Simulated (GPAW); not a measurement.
## Energy mapping worked by hand: free-standing square Cr monolayer, spacing 2.867 A

Can a spin model with one coupling foretell the energy of a further order of free-standing square Cr monolayer, spacing 2.867 A?

Program: GPAW 26.7.0. Level of theory: revPBE; plane waves with GPAW's PAW setups, scalar-relativistic. Results are calculated unless marked as measured.

### Step 1. The starting structure

The cell holds 1 atom: 1 Cr. Cell: a = 2.867 Å, b = 2.867 Å, c = 14.000 Å, α = 90.0°, β = 90.0°, γ = 90.0°. model lattice. Vacuum lies along c.

### Step 2. The parallel order

All energies count from this run.

order1.py

```python
import json
import numpy as np
from ase import Atoms
from ase.parallel import paropen, parprint
from gpaw import GPAW

atoms = Atoms(['Cr'],
    cell=[[2.867, 0.0, 0.0],
         [0.0, 2.867, 0.0],
         [0.0, 0.0, 14.0]],
    scaled_positions=[[0.0, 0.0, 0.5]],
    pbc=True,
    magmoms=[2.5])
atoms.calc = GPAW(mode={'name': 'pw', 'ecut': 550},
    xc='revPBE',
    kpts={'size': (10, 10, 1), 'gamma': True},
    occupations={'name': 'fermi-dirac', 'width': 0.05},
    convergence={'density': 1e-06, 'energy': 1e-05},
    maxiter=200,
    mixer={'name': 'pulay', 'beta': 0.05, 'nmaxold': 5, 'weight': 100},
    symmetry={'tolerance': 1e-4},
    txt='order1.txt')
e = atoms.get_potential_energy(force_consistent=True)
res = {'free_energy': e, 'energy_sigma0': atoms.get_potential_energy(), 'fermi_energy': atoms.calc.get_fermi_level()}
res['moments'] = atoms.get_magnetic_moments().tolist()
res['total'] = atoms.get_magnetic_moment()
parprint('site moments (muB):', np.round(res['moments'], 3))
parprint(f"total moment: {res['total']:.3f} muB")
parprint(f'free energy: {e:.6f} eV')
atoms.calc.write('order1.gpw')
with paropen('results.json', 'w') as f:
    json.dump(res, f)
```

The run is started by

```bash
$ OMP_NUM_THREADS=1 python3 order1.py > order1.log
```

Log:

```text
site moments (muB): [3.902]
total moment: 5.034 muB
free energy: -6.591652 eV

--- order1.txt ---
Input parameters:
  mode=PW(ecut=550),
  convergence={'density': 1e-06, 'energy': 1e-05},
  kpts=MonkhorstPack(size=(10, 10, 1), gamma=True),
  maxiter=200,
  mixer=Pulay(name='pulay', nmaxold=5, beta=0.05, weight=100, sigma=0.015, g_ss=None),
  occupations=Occupations(name='fermi-dirac', width=0.05),
[...]
|          3 |        -2.381 |     0.997 |        -0.212 |     0.000 |
|          4 |        -2.381 |     0.997 |         1.640 |     0.000 |
|          5 |        -2.062 |     0.371 |         1.652 |     0.000 |
|          6 |        -2.046 |     0.300 |         1.652 |     0.000 |
|          7 |         1.197 |     0.000 |         2.004 |     0.000 |
|          8 |         2.190 |     0.000 |         2.667 |     0.000 |

No gap
No difference between direct/indirect transitions


[key lines of the parts left out:]
Free energy:      -6.591652
Converged in 71 steps
dipole moment: (-6.770383, -6.770383, 0.000076)  # |e|*Ang
Fermi level: -2.088
```

Elapsed: 29 s, on 1 MPI rank of AMD EPYC 9R45, shared host; peak memory 0.2 GiB.

Spin moment in the augmentation sphere by atom:

```
atom  spin moment in the augmentation sphere (μB)
 Cr1                                         3.90
```

Numbers from this step:

| Property | Result |
| --- | --- |
| magnetization | 5.034 μB |
| final state | ferromagnetic |

After 71 cycles the largest moment stands at 3.90 μB.

### Step 3. The orders used for the fit

The other orders were run with the same settings, on meshes that hold the same points. Free energies (smearing 0.05 eV, its entropy term included) are divided by the number of Cr atoms; q is in fractions of the reciprocal vectors of the first run's cell.

| order | atoms | mesh | free energy (eV) | eV per Cr | largest moment (μB) |
| --- | --- | --- | --- | --- | --- |
| F + | 1 | 10×10×1 | -6.5917 | -6.5917 | 3.90 |
| AF q=(0,1/2,0) +- | 2 | 10×5×1 | -13.8616 | -6.9308 | 3.80 |

### Step 4. Counting neighbours

With E = −Σ J e_i·e_j over ordered pairs of unit vectors, turning a neighbour from parallel to opposed costs 2J a Cr atom. So an order lies 2 Σ n J over the parallel one, n being the opposed neighbours in each shell.

| shell | distance (Å) | neighbours | opposed in AF q=(0,1/2,0) +- | opposed in AF q=(1/2,1/2,0) +- |
| --- | --- | --- | --- | --- |
| J1 | 2.87 | 4 | 2 | 4 |
| J2 | 4.05 | 4 | 4 | 0 |

Only J1 is kept.

### Step 5. Solving

```
2 × 2 × J1 = -339.17 meV    (AF q=(0,1/2,0) +-)
J1 = -84.79 meV
```

### Step 6. The test

The couplings now give the orders that were left out:

```
2 × 4 × (-84.79) = -678.32 meV    (AF q=(1/2,1/2,0) +-)
```

The runs themselves:

| order | atoms | mesh | free energy (eV) | eV per Cr | largest moment (μB) | over the parallel order (meV) | foretold (meV) |
| --- | --- | --- | --- | --- | --- | --- | --- |
| AF q=(1/2,1/2,0) +- | 2 | 5×10×1 | -14.0564 | -7.0282 | 3.68 | -436.55 | -678.32 |

### Step 7. One more shell

The miss asks for the next shell, which takes one more order into the fit and leaves none for a test.

```
2 × 2 × J1 + 2 × 4 × J2 = -339.17 meV    (AF q=(0,1/2,0) +-)
2 × 4 × J1 = -436.55 meV    (AF q=(1/2,1/2,0) +-)
J1 = -54.57 meV
J2 = -15.11 meV
```

### Step 8. Outcome

| Quantity | Value |
| --- | --- |
| J1 (Cr–Cr at 2.87 Å) | -84.8 meV |
| largest miss on the orders left out | 242 meV |
| J1 with 2 shells | -54.6 meV |
| J2 with 2 shells | -15.1 meV |

The model misses the order left out by 242 meV, 55 % of the span of the orders, so it fails: these couplings alone don't describe the crystal. With the next shell added the couplings are J1 = -54.57 and J2 = -15.11 meV, untested. The first dropped shell that the test feels is J2 at 4.05 Å. The site moments spread by 5.6 % over the orders. In a metal couplings reach far, and the mesh was not tested. The couplings are effective ones: further shells with opposed neighbours are folded into them or show in the miss. No mean-field temperature is given: it needs a model that holds, an unfrustrated order and couplings in all three dimensions.

[Logs and program files are shortened in this print: banners, set-up blocks, solver, clock and traceback lines can be left out without a mark of their own.]

[Logs are printed without paths, hosts, clocks, repeated set-up lines and the standing remarks that a program may print on its own settings, such as how far it seeks lower states.]

[Hosts, paths, dates, database ids (printed as entryN), source tags and the programs' standing remarks are cut or masked in the printed files.]

[Where a cell is said to come from a database of computed structures, the database is the Materials Project.]
